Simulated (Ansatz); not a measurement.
The system is HfO2.

```
Hf O
1.0
     3.55802    0.00000    0.00000
     0.00000    3.55802    0.00000
     0.00000    0.00000    5.17186
Hf O
2 4
Direct
  0.00000 0.00000 0.00000
  0.50000 0.50000 0.50000
  0.00000 0.50000 0.19721
  0.50000 0.00000 0.30279
  0.50000 0.00000 0.80279
  0.00000 0.50000 0.69721
```

Measurements of this composition are mostly on another form, of space group No. 14.

| Property | Result |
| --- | --- |
| Program | Ansatz 0.2.0 |
| Task | relaxation of cell and atoms |
| Functional | RPBE |
| Dispersion | D3(BJ) |
| Potentials or basis | Ansatz PAW |
| Cutoff | 420 eV (not typed: the program's choice for these potentials) |
| k mesh | 8 × 8 × 5 |
| Occupations | fermi-dirac, width 0.05 eV |
| Spin | no spin polarisation |

At the start: volume 10.91 Å³/atom.

Task: How do energy, volume and symmetry change on relaxing?

Result: It ends after 9 steps and the volume is 10.42 Å³/atom (-4.5 %); space group P4_2/nmc (No. 137, to 0.05 Å).

Step by step:
```
step  energy change (eV)  largest force (eV/Å)  volume (Å³)
   1              0.0000                0.2043        65.47
   2             -0.0910                0.2956        62.66
   3             -0.1061                0.1687        62.71
   4             -0.1212                0.0520        62.72
   5             -0.1238                0.0127        62.60
   6             -0.1239                0.0003        62.60
   7             -0.1137                0.0012        62.60
   8             -0.1141                0.0000        62.53
   9             -0.1138                0.0000        62.53
```

Final structure:
```
Hf O
1.0
     3.52391    0.00000    0.00000
     0.00000    3.52391    0.00000
     0.00000    0.00000    5.03533
Hf O
2 4
Direct
  0.00000 0.00000 0.00000
  0.50000 0.50000 0.50000
  0.00000 0.50000 0.21564
  0.50000 0.00000 0.28436
  0.50000 0.00000 0.78436
  0.00000 0.50000 0.71564
```

Caveat: the plane-wave basis is chosen anew once the cell has moved, so the energies of steps on either side of that aren't comparable; the pressure holds a Pulay correction of +0.8 GPa for the finite cutoff; the PAW data sets come from PBE, with cores solved anew for the run's functional, which leaves a small shift of forces and pressure.
